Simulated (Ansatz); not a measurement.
**Ta2N under changes of volume**

One of the cells (13.622 Å³/atom); the others are scaled copies at fixed shape and fractional positions:

```
Ta N
1.0
     3.11286    0.00000    0.00000
    -1.55643    2.69582    0.00000
     0.00000    0.00000    4.86984
Ta N
2 1
Direct
  0.33333 0.66667 0.25471
  0.66667 0.33333 0.74529
  0.00000 0.00000 0.00000
```

The cell comes from a database or a generator and needn't be the stable form of this composition.

* Program: Ansatz 0.2.0
* Functional: LDA
* Potentials or basis: all-electron LAPW, scalar-relativistic
* Cutoff: 337 eV (chosen from the basis error)
* Basis error allowed: 0.002 eV/atom
* k mesh: 10 × 10 × 6
* Occupations: fermi-dirac, width 0.05 eV
* Spin: no spin polarisation

| volume (Å³/atom) | energy over the lowest point (meV/atom) | pressure (GPa) | largest force (eV/Å) |
| --- | --- | --- | --- |
| 12.805 | 0.00 | 3.3 | 0.085 |
| 13.077 | 0.12 | -3.3 | 0.217 |
| 13.350 | 10.86 | -9.2 | 0.337 |
| 13.622 | 31.13 | -14.5 | 0.446 |
| 13.895 | ? | ? | ? |
| 14.167 | 96.26 | -23.4 | 0.636 |
| 14.439 | 139.43 | -27.2 | 0.719 |

**Question.** What does the run at 13.895 Å³/atom give?

**Answer.** Energy over the lowest point 59.89 meV/atom; pressure -19.2 GPa; largest force 0.546 eV/Å.

Worked out: A Birch-Murnaghan fit of order 3 (a polynomial in V^(-2/3)) to the other rows has its minimum at 12.94 Å³/atom with B0 = V·E''(V) = 314 GPa and B' = 4.3 at fixed shape and positions, which overstates the stiffness. It gives 59.94 meV/atom at 13.895 Å³/atom, against the run's 59.89, and -dE/dV = -19.2 GPa, against -19.2.

Energies are extrapolated to zero smearing.
